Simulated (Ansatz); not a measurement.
In:

```
In
1.0
     3.33548    0.00000    0.00000
    -1.66774    2.88861    0.00000
     0.00000    0.00000    5.50914
In
2
Cartesian
  1.6677 0.9629 4.1319
  0.0000 1.9257 1.3773
```

This isn't the form of In at room conditions, which is tetragonal.

```yaml
Program: Ansatz 0.2.0
Task: relaxation of cell and atoms
Functional: PBE
Potentials_or_basis: Ansatz PAW
Cutoff: "420 eV (not typed: the program's choice for these potentials)"
k_mesh: 9 × 9 × 5
Occupations: fermi-dirac, width 0.05 eV
Spin: no spin polarisation
```

At the start: volume 26.54 Å³/atom.

**Question.** Where does the relaxation end?

**Answer.** It ends after 9 steps and the volume is 27.75 Å³/atom (+4.5 %); space group P6_3/mmc (No. 194, to 0.05 Å).

The path:
```csv
step,energy change (eV),largest force (eV/Å),volume (Å³)
1,0.0000,0.0000,53.08
2,-0.0093,0.0000,54.99
3,-0.0095,0.0000,55.29
4,-0.0098,0.0000,55.60
5,-0.0132,0.0000,57.52
6,-0.0221,0.0000,56.22
7,-0.0233,0.0000,55.52
8,-0.0233,0.0000,55.50
9,-0.0237,0.0000,55.50
```

Final structure:
```yaml
crystal:
  lattice:
    - [3.29726, 0.00000, 0.00000]
    - [-1.64863, 2.85551, 0.00000]
    - [0.00000, 0.00000, 5.89413]
  atoms:
    - { symbol: In, position: [0.66667, 0.33333, 0.75000] }
    - { symbol: In, position: [0.33333, 0.66667, 0.25000] }
```

Caveat: the plane-wave basis is chosen anew once the cell has moved, so the energies of steps on either side of that aren't comparable.
